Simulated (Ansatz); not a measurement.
# Nickel, simple cubic under m-r²SCAN: from relaxation to bulk modulus, part 2 of 3

The plan for nickel in the simple cubic structure: relax it, solve it on a dense k-mesh, then scale the cell to 7 volumes from 88 to 112 % of the relaxed one and try a fit of the equation of state. The start is antiferromagnetic (G-type). The k-meshes are 12×12×12 for the relaxation; 19×19×19 for the dense run; 13×13×13 for the volumes.

Ansatz 0.2.0; DFT, m-r2SCAN, plane waves (500 eV) with PAW, scalar-relativistic. Earlier steps stand in the parts before.

### Step 4. The cell scaled to 88 % of its volume

This is Ni in the simple cubic structure; at room conditions it is fcc.

Input file input.yaml:

```yaml
crystal:
  lattice:
    - [0.0, 2.1949252517, 2.1949252517]
    - [2.1949252517, 0.0, 2.1949252517]
    - [2.1949252517, 2.1949252517, 0.0]
  atoms:
    - { symbol: Ni, position: [0.0, 0.0, 0.0], spin: -0.388 }
    - { symbol: Ni, position: [0.5, 0.5, 0.5], spin: -0.388 }
hamiltonian:
  xc: mr2scan
  pseudopotentials:
    kind: paw
    azcp:
      Ni: "pseudopotentials/Ni.paw.azcp"
basis:
  ecutwfc: 500
  fft_grid_basis: typed
kpoints:
  mp_grid: { grid: [13, 13, 13], shift: [0, 0, 0] }
magnetization:
  spin_polarized: true
scf:
  occupations: { method: fermi_dirac, width: 0.05 }
  lower_state_search: "off"
output:
  stress: true
  write_density: true
  write_potential: true
  elf: true
  volumetric_format: npy
```

The program printed:

```text
Warning: RAYON_NUM_THREADS=2 ignored (pool sized by the plan → 2); use --threads N
Engine: ansatz 0.2.0, x86_64-unknown-linux-gnu
Pseudopotentials: kind: paw
Pseudopotential: Ni, paw, valence charge 18, recommended cutoff 500 eV (meta_gga), <dir>
Functional definition: m-r2SCAN
  exchange = m_r2scan_x
  correlation = m_r2scan_c
Crystal: 2 atoms, lattice volume = 21.149 Å³
Basis set: ecut = 500 eV, 537 PW (Γ), exchange–correlation on 96×96×96 points (64 copies of the dense FFT grid, shifted against one another)
Bands: 23, of which v1, the nominal top of the filled ones, is band 18 counted from 1 (17 counted from 0)
Symmetry: 96 space group operations
Space group: Pm-3m (ITA 221), of the structure as read, at distance tolerance 2.8e-5 Å
Magnetic group: BNS 221.92 (UNI 1594), of the structure as read, at distance tolerance 2.8e-5 Å
k-points: 84 of 2197
Non-local potential: Ni, projectors of the file, l = 0: 3, l = 1: 2, l = 2: 3, l = 3: 1
PAW form: soft (Blöchl's): semilocal exchange-correlation on the pseudo side does not see the compensation charge
PAW frozen core: Ni, regenerated for the run's functional (the file was generated under x = pbe(κ = 0.804, μ = 0.2195149727645171), c = pbe(β = 0.06672455060314922))
PAW one-centre angular grid: Ni, 590 points (default); XC on 160 Gauss nodes
Initial density: superposition of atomic densities (chi_scale 0.1, normalization cell)
Starting moments: Σ|m| = 0.776 μB on 2 of 2 sites
Initial wavefunctions: pseudopotential atomic-orbital guess
Functional: x = mr2scan, c = mr2scan; τ floored in thin density (d = 2e-4 eV/Å³)
iter 1 solved again at ethr=2.70e-3 eV; its pass at ethr=3.10e-3 eV (dr2=9.73e-1 eV) is discarded
SCF iter   1: F=-11688.250185 eV  HF=-11688.560891 eV  |F-HF|=3.11e-1  |Δ(HF+E_count)|=         —  Δρ=4.96e-2 (↑4.13e-2 ↓4.96e-2)  dr2=9.72e-1  dr2_τ=2.04e-2  dr2_m=4.81e-3  M=-0.718 μB ∫|m|=0.718 μB  β_m=1.00  ethr=2.70e-3  ⟨swp⟩=1.0  Hψ=21493  notcnv=0
preconditioner: auto → Kerker (q_TF=auto, 2.981 Å⁻¹)  [metal: Δε(μ)=0.014 eV  Ē_g=10.675 eV  σ=0.050 eV  W_gap=0.07  n_scr=14 (ndim 8)  ℏωp=36.1 eV  f_vac=0.000  D(μ)=3.25/eV (n_scr^D=58)]
spin=Collinear: Kerker preconditioning applied to the charge; magnetization (m = ρ↑ − ρ↓) channel mixes plain (no charge-response kernel on spin).
SCF iter   2: F=-11688.645517 eV  HF=-11688.682527 eV  |F-HF|=3.70e-2  |Δ(HF+E_count)|=   1.22e-1  Δρ=2.38e-2 (↑1.98e-2 ↓2.38e-2)  dr2=2.50e-1  dr2_τ=2.87e-3  dr2_m=8.38e-4  M=-0.706 μB ∫|m|=0.719 μB  β_m=1.00  ethr=2.70e-3  ⟨swp⟩=3.7  Hψ=7415  notcnv=0  κ⁻¹=1.0e0(r=1)
SCF iter   3: F=-11688.697605 eV  HF=-11688.702732 eV  |F-HF|=5.13e-3  |Δ(HF+E_count)|=   2.02e-2  Δρ=9.10e-3 (↑8.14e-3 ↓9.10e-3)  dr2=4.67e-2  dr2_τ=6.73e-4  dr2_m=5.73e-5  M=-0.702 μB ∫|m|=0.721 μB  β_m=1.00  ethr=6.93e-4  ⟨swp⟩=3.5  Hψ=7735  notcnv=0  κ⁻¹=2.6e-3(r=2)
SCF iter   4: F=-11688.701585 eV  HF=-11688.671852 eV  |F-HF|=2.97e-2  |Δ(HF+E_count)|=   3.09e-2  Δρ=6.23e-3 (↑4.28e-3 ↓6.23e-3)  dr2=6.45e-3  dr2_τ=9.82e-5  dr2_m=3.36e-4  M=-0.684 μB ∫|m|=0.705 μB  β_m=0.30  ethr=1.30e-4  ⟨swp⟩=2.4  Hψ=7828  notcnv=0  defer=1  κ⁻¹=1.2e-4(r=3)
SCF iter   5: F=-11688.703988 eV  HF=-11688.705542 eV  |F-HF|=1.55e-3  |Δ(HF+E_count)|=   3.37e-2  Δρ=4.56e-3 (↑4.50e-3 ↓4.56e-3)  dr2=9.22e-3  dr2_τ=3.91e-5  dr2_m=1.70e-5  M=-0.696 μB ∫|m|=0.716 μB  β_m=1.00  ethr=1.79e-5  ⟨swp⟩=2.9  Hψ=9004  notcnv=0  defer=1  κ⁻¹=3.5e-6(r=4)
SCF iter   6: F=-11688.703067 eV  HF=-11688.705639 eV  |F-HF|=2.57e-3  |Δ(HF+E_count)|=   9.73e-5  Δρ=5.73e-3 (↑5.58e-3 ↓5.73e-3)  dr2=1.40e-2  dr2_τ=6.69e-5  dr2_m=3.35e-6  M=-0.695 μB ∫|m|=0.716 μB  β_m=0.30  ethr=1.79e-5  ⟨swp⟩=1.4  Hψ=5025  notcnv=0  defer=1  κ⁻¹=2.2e-6(r=5)
SCF iter   7: F=-11688.704401 eV  HF=-11688.706518 eV  |F-HF|=2.12e-3  |Δ(HF+E_count)|=   8.79e-4  Δρ=3.58e-3 (↑3.58e-3 ↓2.17e-3)  dr2=4.15e-3  dr2_τ=5.36e-6  dr2_m=1.08e-4  M=-0.686 μB ∫|m|=0.707 μB  β_m=0.30  ethr=1.79e-5  ⟨swp⟩=2.0  Hψ=7051  notcnv=0  defer=1  κ⁻¹=1.3e-8(r=6)
SCF iter   8: F=-11688.705939 eV  HF=-11688.705697 eV  |F-HF|=2.42e-4  |Δ(HF+E_count)|=   8.20e-4  Δρ=4.34e-4 (↑4.34e-4 ↓2.58e-4)  dr2=1.94e-5  dr2_τ=8.21e-6  dr2_m=1.18e-5  M=-0.691 μB ∫|m|=0.711 μB  β_m=1.00  ethr=1.15e-5  ⟨swp⟩=1.8  Hψ=5850  notcnv=0  defer=1  κ⁻¹=1.3e-8(r=7)
SCF iter   9: F=-11688.706152 eV  HF=-11688.706075 eV  |F-HF|=7.74e-5  |Δ(HF+E_count)|=   3.78e-4  Δρ=3.44e-4 (↑9.93e-5 ↓3.44e-4)  dr2=1.36e-5  dr2_τ=4.97e-7  dr2_m=7.19e-6  M=-0.688 μB ∫|m|=0.709 μB  β_m=0.30  ethr=5.40e-8  ⟨swp⟩=2.9  Hψ=7506  notcnv=0  defer=1  κ⁻¹=4.7e-9(r=8)
SCF iter  10: F=-11688.705658 eV  HF=-11688.706210 eV  |F-HF|=5.52e-4  |Δ(HF+E_count)|=   1.35e-4  Δρ=1.16e-3 (↑1.12e-3 ↓1.16e-3)  dr2=7.16e-4  dr2_τ=5.47e-7  dr2_m=1.13e-6  M=-0.690 μB ∫|m|=0.710 μB  β_m=1.00  ethr=3.78e-8  ⟨swp⟩=2.9  Hψ=7515  notcnv=0  defer=1  κ⁻¹=2.7e-8(r=8)
SCF iter  11: F=-11688.706170 eV  HF=-11688.706133 eV  |F-HF|=3.72e-5  |Δ(HF+E_count)|=   7.68e-5  Δρ=2.94e-4 (↑2.08e-4 ↓2.94e-4)  dr2=1.17e-6  dr2_τ=1.35e-6  dr2_m=1.22e-5  M=-0.687 μB ∫|m|=0.707 μB  β_m=0.30  ethr=3.78e-8  ⟨swp⟩=2.7  Hψ=7216  notcnv=0  defer=1  κ⁻¹=3.3e-9(r=8)
SCF iter  12: F=-11688.706170 eV  HF=-11688.706160 eV  |F-HF|=1.02e-5  |Δ(HF+E_count)|=   2.69e-5  Δρ=3.44e-4 (↑1.12e-4 ↓3.44e-4)  dr2=7.49e-6  dr2_τ=4.61e-8  dr2_m=9.76e-6  M=-0.687 μB ∫|m|=0.707 μB  β_m=0.30  ethr=3.25e-9  ⟨swp⟩=2.1  Hψ=7084  notcnv=0  defer=1  κ⁻¹=5.3e-9(r=8)
SCF iter  13: F=-11688.706174 eV  HF=-11688.706167 eV  |F-HF|=7.14e-6  |Δ(HF+E_count)|=   6.82e-6  Δρ=2.94e-4 (↑1.52e-4 ↓2.94e-4)  dr2=2.84e-6  dr2_τ=5.19e-8  dr2_m=9.55e-6  M=-0.686 μB ∫|m|=0.706 μB  β_m=0.30  ethr=3.25e-9  ⟨swp⟩=2.4  Hψ=6121  notcnv=0  defer=1  κ⁻¹=1.5e-9(r=8)
SCF iter  14: F=-11688.706176 eV  HF=-11688.706171 eV  |F-HF|=4.86e-6  |Δ(HF+E_count)|=   4.30e-6  Δρ=2.37e-4 (↑2.37e-4 ↓2.03e-4)  dr2=1.58e-7  dr2_τ=3.99e-8  dr2_m=9.40e-6  M=-0.685 μB ∫|m|=0.705 μB  β_m=0.30  ethr=3.25e-9  ⟨swp⟩=2.1  Hψ=5700  notcnv=0  defer=1  κ⁻¹=3.5e-10(r=8)
SCF iter  15: F=-11688.706177 eV  HF=-11688.706174 eV  |F-HF|=3.11e-6  |Δ(HF+E_count)|=   2.66e-6  Δρ=2.01e-4 (↑1.99e-4 ↓2.01e-4)  dr2=2.39e-9  dr2_τ=3.06e-8  dr2_m=7.77e-6  M=-0.685 μB ∫|m|=0.705 μB  β_m=0.30  ethr=2.78e-10  ⟨swp⟩=10.4  Hψ=29364  notcnv=0  κ⁻¹=4.5e-9(r=8)
SCF iter  16: F=-11688.706178 eV  HF=-11688.706176 eV  |F-HF|=1.95e-6  |Δ(HF+E_count)|=   1.70e-6  Δρ=2.00e-4 (↑2.00e-4 ↓1.76e-4)  dr2=8.30e-8  dr2_τ=2.73e-8  dr2_m=6.84e-6  M=-0.684 μB ∫|m|=0.704 μB  β_m=0.30  ethr=6.63e-12  ⟨swp⟩=9.0  Hψ=25938  notcnv=0  κ⁻¹=4.6e-8(r=8)
SCF iter  17: F=-11688.706178 eV  HF=-11688.706177 eV  |F-HF|=1.30e-6  |Δ(HF+E_count)|=   1.09e-6  Δρ=1.83e-4 (↑1.83e-4 ↓1.60e-4)  dr2=8.56e-8  dr2_τ=2.31e-8  dr2_m=5.69e-6  M=-0.684 μB ∫|m|=0.704 μB  β_m=1.20  ethr=6.63e-12  ⟨swp⟩=8.9  Hψ=25048  notcnv=0
Mixer restart at iter 17: flushing history
spin-set hold released at iteration 17 (site moments' squared step at or under half its running peak, from the soft ceiling on): the magnetisation degrees of freedom join the quasi-Newton model from the next iteration; the mixer history was flushed
SCF iter  18: F=-11688.706178 eV  HF=-11688.706175 eV  |F-HF|=3.26e-6  |Δ(HF+E_count)|=   1.53e-6  Δρ=3.36e-5 (↑3.36e-5 ↓2.11e-5)  dr2=3.90e-8  dr2_τ=3.58e-9  dr2_m=1.25e-7  M=-0.683 μB ∫|m|=0.703 μB  β_m=1.20  ethr=6.63e-12  ⟨swp⟩=9.5  Hψ=26871  notcnv=0  κ⁻¹=1.0e0(r=1)
SCF iter  19: F=-11688.706179 eV  HF=-11688.706176 eV  |F-HF|=2.28e-6  |Δ(HF+E_count)|=   1.28e-6  Δρ=3.54e-5 (↑3.54e-5 ↓2.83e-5)  dr2=2.35e-8  dr2_τ=5.90e-10  dr2_m=1.77e-7  M=-0.683 μB ∫|m|=0.703 μB  β_m=1.20  ethr=6.63e-12  ⟨swp⟩=8.1  Hψ=23827  notcnv=0  κ⁻¹=2.0e-3(r=2)
SCF iter  20: F=-11688.706179 eV  HF=-11688.706178 eV  |F-HF|=1.52e-6  |Δ(HF+E_count)|=   1.13e-6  Δρ=2.63e-5 (↑2.63e-5 ↓2.27e-5)  dr2=1.31e-8  dr2_τ=2.80e-10  dr2_m=1.01e-7  M=-0.682 μB ∫|m|=0.702 μB  β_m=1.20  ethr=6.63e-12  ⟨swp⟩=9.5  Hψ=26486  notcnv=0  κ⁻¹=3.3e-4(r=3)
SCF iter  21: F=-11688.706179 eV  HF=-11688.706179 eV  |F-HF|=6.03e-7  |Δ(HF+E_count)|=   1.27e-6  Δρ=1.46e-5 (↑1.46e-5 ↓1.44e-5)  dr2=5.77e-9  dr2_τ=1.51e-10  dr2_m=3.07e-8  M=-0.681 μB ∫|m|=0.701 μB  β_m=1.20  ethr=6.63e-12  ⟨swp⟩=9.8  Hψ=27663  notcnv=0  κ⁻¹=6.0e-5(r=4)
SCF iter  22: F=-11688.706180 eV  HF=-11688.706179 eV  |F-HF|=8.73e-8  |Δ(HF+E_count)|=   6.51e-7  Δρ=4.88e-6 (↑4.88e-6 ↓3.30e-6)  dr2=1.94e-9  dr2_τ=3.42e-11  dr2_m=3.00e-10  M=-0.680 μB ∫|m|=0.700 μB  ethr=6.63e-12  ⟨swp⟩=9.8  Hψ=27747  notcnv=0
SCF 1 converged in 22 iterations: F = -11688.706180 eV  dr2 = 1.94e-9
this state was not tested for a lower state beside it, because the mixer in use, unlike msr1, does not test its closes by its own steps (another_mixer; see scf.mixing.algorithm and scf.lower_state_search)
SCF converged after 22 iterations
Magnetization: -0.6797 μB (17.6601 up, 18.3399 down)
Absolute magnetization: 0.6997 μB (∫|ρ↑−ρ↓|, with the PAW one-centre terms)
Spin contamination: 0.0018 ħ² per cell (⟨S²⟩ above its minimum at these occupations)
Per-site moments (μB) at R_I (Å): [(-0.3403989586312843, 0.90540666632625), (-0.3403989586312843, 0.90540666632625)]
Free energy (F): -11688.706180 eV
Harris-Foulkes:  -11688.706179 eV  (|F-HF|=8.73e-8)
Internal energy: -11688.680740 eV  (E = F + TS)
E sigma→0 (E₀):  -11688.693460 eV
Entropy (-TS):   -0.025439 eV (-12.720 meV/atom)
Fermi energy:    18.603687 eV
--- Per-component energies (eV) ---
  E_band       = -596.081918
  E_kinetic    = 572.063268
  E_local      = -7023.726281  (includes V_loc(G=0)·N_el)
  E_nonlocal   = 1289.133240
  E_hartree    = 2958.591481
  E_xc         = -158.150170
  E_vxc        = -234.807598  (∫ρ·V_xc dr)
  E_paw        = -3295.095110  (= ΣΔE_a)
  E_vpaw       = -1133.400636  (= ΣTr[D̂ρ^β])
  E_aug_tail   = 0.000470  (compensation charges beyond the density's cutoff)
  E_vtau       = 17.470668  (kinetic-family band-sum trace: ∫τ·v_τ [+ j·A + Jᵃ·Aᵃ] dr)
  E_ewald      = -6030.897500
  E_core_change = -0.600137  (= ΣΔE_core)
  E_smearing   = -0.025439  (= −TS)
  E_closure    = -0.000000  (closes the sum)
  Σ components = -11688.706180   (vs F -11688.706180, Δ=0.00e0)
--- Stress (GPa, compression-positive) ---
       29.281999       0.000000       0.000000
       -0.000000      29.281999       0.000000
        0.000000      -0.000000      29.281999
  P = ⅓ Tr σ = 29.2820 GPa (292.820 kbar)
--- Band table (eV; the first three rows and the last of 168) ---
  k-point 0 ↑: bands = ["-88.0068", "-87.8427", "-47.0572", "-47.0572", "-47.0572", "-46.7159", "-46.7159", "-46.7159", "9.1988", "14.4521", "14.4521", "14.8035", "14.8035", "14.8035", "18.8550", "18.8550", "18.8550", "19.9384", "19.9384", "32.8523", "32.8523", "32.8523", "33.5766"]
  k-point 1 ↑: bands = ["-88.0043", "-87.8450", "-47.0533", "-47.0525", "-47.0525", "-46.7219", "-46.7211", "-46.7211", "9.3547", "14.5043", "14.5043", "14.7902", "14.8695", "14.8695", "18.8032", "18.8150", "18.8150", "19.8185", "19.8185", "31.5157", "32.8032", "32.8032", "33.6164"]
  k-point 2 ↑: bands = ["-87.9971", "-87.8518", "-47.0414", "-47.0387", "-47.0387", "-46.7397", "-46.7364", "-46.7364", "9.8152", "14.6598", "14.6598", "14.7564", "15.0621", "15.0621", "18.6595", "18.6943", "18.6943", "19.4799", "19.4799", "28.9328", "32.7128", "32.7128", "33.9737"]
  k-point 83 ↓: bands = ["-88.4339", "-88.4258", "-47.5924", "-47.5913", "-47.3816", "-47.3316", "-47.1278", "-47.1265", "14.1346", "14.3623", "14.8259", "14.9626", "16.2540", "16.8377", "17.1053", "17.1621", "17.8132", "17.9712", "20.2822", "21.4265", "23.8892", "24.2140", "36.9917"]
```

Wall time 9.6 s (2 threads of Intel Xeon 6975P-C (Granite Rapids), shared host); peak memory 0.46 GiB.

Density in a lattice plane of the grid's cell (edges 3.10 and 3.10 Å, at 0.000 of the third edge), which holds Ni. It is the smooth density of the valence electrons, not physical close to the nuclei.

Values in e/Å³, 12 rows by 12 columns:
```
34.17 30.85 11.66  2.14  0.58  0.29  0.23  0.23  0.29  0.56  2.95 13.44
 8.53 11.66  7.08  2.15  0.67  0.32  0.24  0.22  0.24  0.32  0.81  2.95
 1.19  2.14  2.15  1.21  0.55  0.32  0.24  0.22  0.22  0.24  0.32  0.56
 0.41  0.58  0.67  0.55  0.39  0.29  0.24  0.22  0.21  0.22  0.24  0.29
 0.26  0.29  0.32  0.32  0.29  0.25  0.23  0.22  0.22  0.22  0.22  0.23
 0.21  0.23  0.24  0.24  0.24  0.23  0.21  0.23  0.24  0.24  0.24  0.23
 0.26  0.23  0.22  0.22  0.22  0.22  0.23  0.25  0.29  0.32  0.32  0.29
 0.41  0.29  0.24  0.22  0.21  0.22  0.24  0.29  0.39  0.55  0.67  0.58
 1.19  0.56  0.32  0.24  0.22  0.22  0.24  0.32  0.55  1.21  2.15  2.14
 8.53  2.95  0.81  0.32  0.24  0.22  0.24  0.32  0.67  2.15  7.08 11.66
34.17 13.44  2.95  0.56  0.29  0.23  0.23  0.29  0.58  2.14 11.66 30.85
60.81 34.17  8.53  1.19  0.41  0.26  0.21  0.26  0.41  1.19  8.53 34.17
```
Columns run along the first of these edges and rows up along the second, over one cell in 12 and 12 even steps from the bottom left corner. Atoms in the plane (fractional): Ni at (0.00, 0.00).

Spin density (up less down) in a lattice plane of the grid's cell (edges 3.10 and 3.10 Å, at 0.000 of the third edge), which holds Ni.

Ten even steps from '0' (-1.41 e/Å³) to '9' (0.00 e/Å³):
```
224689999999999999999864
555689999999999999999987
877789999999999999999998
998899999999999999999999
999999999999999999999999
999999999999999999999999
999999999999999999999999
999999999999999999999999
999999999999999999999999
999999999999999999999999
999999999999999999999999
999999999999999999999999
999999999999999999999999
999999999999999999999999
999999999999999999999999
999999999999999999999889
889999999999999999998777
578999999999999999998655
246899999999999999998642
024789999999999999998742
```
Columns run along the first of these edges and rows up along the second, over one cell in 24 and 20 even steps from the bottom left corner. Atoms in the plane (fractional): Ni at (0.00, 0.00).

### Step 5. The cell scaled to 92 % of its volume

input.yaml: that of step 4 with these lines changed.

```diff
@@ -2,5 +2,5 @@
   lattice:
-    - [0.0, 2.1949252517, 2.1949252517]
-    - [2.1949252517, 0.0, 2.1949252517]
-    - [2.1949252517, 2.1949252517, 0.0]
+    - [0.0, 2.2276901606, 2.2276901606]
+    - [2.2276901606, 0.0, 2.2276901606]
+    - [2.2276901606, 2.2276901606, 0.0]
   atoms:
@@ -26,5 +26 @@
   stress: true
-  write_density: true
-  write_potential: true
-  elf: true
-  volumetric_format: npy
```

The program printed, shortened:

```text
Warning: RAYON_NUM_THREADS=2 ignored (pool sized by the plan → 2); use --threads N
[...]
Pseudopotentials: kind: paw
Pseudopotential: Ni, paw, valence charge 18, recommended cutoff 500 eV (meta_gga), <dir>
Functional definition: m-r2SCAN
[...]
Crystal: 2 atoms, lattice volume = 22.110 Å³
Basis set: ecut = 500 eV, 537 PW (Γ), exchange–correlation on 96×96×96 points (64 copies of the dense FFT grid, shifted against one another)
[...]
Spin contamination: 0.0021 ħ² per cell (⟨S²⟩ above its minimum at these occupations)
Per-site moments (μB) at R_I (Å): [(-0.3704310964653809, 0.9189221912475001), (-0.3704310964653809, 0.9189221912475001)]
Free energy (F): -11688.844719 eV
[...]
E sigma→0 (E₀):  -11688.831562 eV
Entropy (-TS):   -0.026313 eV (-13.156 meV/atom)
Fermi energy:    17.573481 eV
[...]
--- Stress (GPa, compression-positive) ---
       17.364691      -0.000000       0.000000
       -0.000000      17.364691       0.000000
        0.000000       0.000000      17.364691
  P = ⅓ Tr σ = 17.3647 GPa (173.647 kbar)
```

It took 6.4 s on 2 threads of Intel Xeon 6975P-C (Granite Rapids), shared host; peak memory 0.46 GiB.

### Step 6. The cell scaled to 96 % of its volume

input.yaml: that of step 5 with these lines changed.

```diff
@@ -2,5 +2,5 @@
   lattice:
-    - [0.0, 2.2276901606, 2.2276901606]
-    - [2.2276901606, 0.0, 2.2276901606]
-    - [2.2276901606, 2.2276901606, 0.0]
+    - [0.0, 2.259518606, 2.259518606]
+    - [2.259518606, 0.0, 2.259518606]
+    - [2.259518606, 2.259518606, 0.0]
   atoms:
@@ -26 +26,5 @@
   stress: true
+  write_density: true
+  write_potential: true
+  elf: true
+  volumetric_format: npy
```

The program printed, shortened:

```text
Warning: RAYON_NUM_THREADS=2 ignored (pool sized by the plan → 2); use --threads N
[...]
Pseudopotentials: kind: paw
Pseudopotential: Ni, paw, valence charge 18, recommended cutoff 500 eV (meta_gga), <dir>
Functional definition: m-r2SCAN
[...]
Crystal: 2 atoms, lattice volume = 23.072 Å³
Basis set: ecut = 500 eV, 561 PW (Γ), exchange–correlation on 96×96×96 points (64 copies of the dense FFT grid, shifted against one another)
[...]
Free energy (F): -11688.919488 eV
[...]
E sigma→0 (E₀):  -11688.905902 eV
Entropy (-TS):   -0.027171 eV (-13.586 meV/atom)
Fermi energy:    16.631811 eV
[...]
--- Stress (GPa, compression-positive) ---
        7.922851       0.000000      -0.000000
       -0.000000       7.922851       0.000000
       -0.000000      -0.000000       7.922851
  P = ⅓ Tr σ = 7.9229 GPa (79.229 kbar)
--- Band table (eV; the first three rows and the last of 168) ---
[... band rows left out ...]
[...]
```

Wall time 7.4 s (2 threads of Intel Xeon 6975P-C (Granite Rapids), shared host); peak memory 0.47 GiB.

### Step 7. The cell scaled to 100 % of its volume

input.yaml: that of step 6 with these lines changed.

```diff
@@ -2,5 +2,5 @@
   lattice:
-    - [0.0, 2.259518606, 2.259518606]
-    - [2.259518606, 0.0, 2.259518606]
-    - [2.259518606, 2.259518606, 0.0]
+    - [0.0, 2.2904747624, 2.2904747624]
+    - [2.2904747624, 0.0, 2.2904747624]
+    - [2.2904747624, 2.2904747624, 0.0]
   atoms:
```

The program printed, shortened:

```text
Warning: RAYON_NUM_THREADS=2 ignored (pool sized by the plan → 2); use --threads N
[...]
Pseudopotentials: kind: paw
Pseudopotential: Ni, paw, valence charge 18, recommended cutoff 500 eV (meta_gga), <dir>
Functional definition: m-r2SCAN
[...]
Crystal: 2 atoms, lattice volume = 24.033 Å³
Basis set: ecut = 500 eV, 609 PW (Γ), exchange–correlation on 96×96×96 points (64 copies of the dense FFT grid, shifted against one another)
[...]
Free energy (F): -11688.943689 eV
[...]
E sigma→0 (E₀):  -11688.929639 eV
Entropy (-TS):   -0.028100 eV (-14.050 meV/atom)
Fermi energy:    15.767697 eV
[...]
--- Stress (GPa, compression-positive) ---
        0.427469       0.000000       0.000000
        0.000000       0.427469       0.000000
        0.000000      -0.000000       0.427469
  P = ⅓ Tr σ = 0.4275 GPa (4.275 kbar)
--- Band table (eV; the first three rows and the last of 168) ---
[... band rows left out ...]
[...]
```

It took 7.4 s on 2 threads of Intel Xeon 6975P-C (Granite Rapids), shared host; peak memory 0.47 GiB.

[end of part 2 of 3]
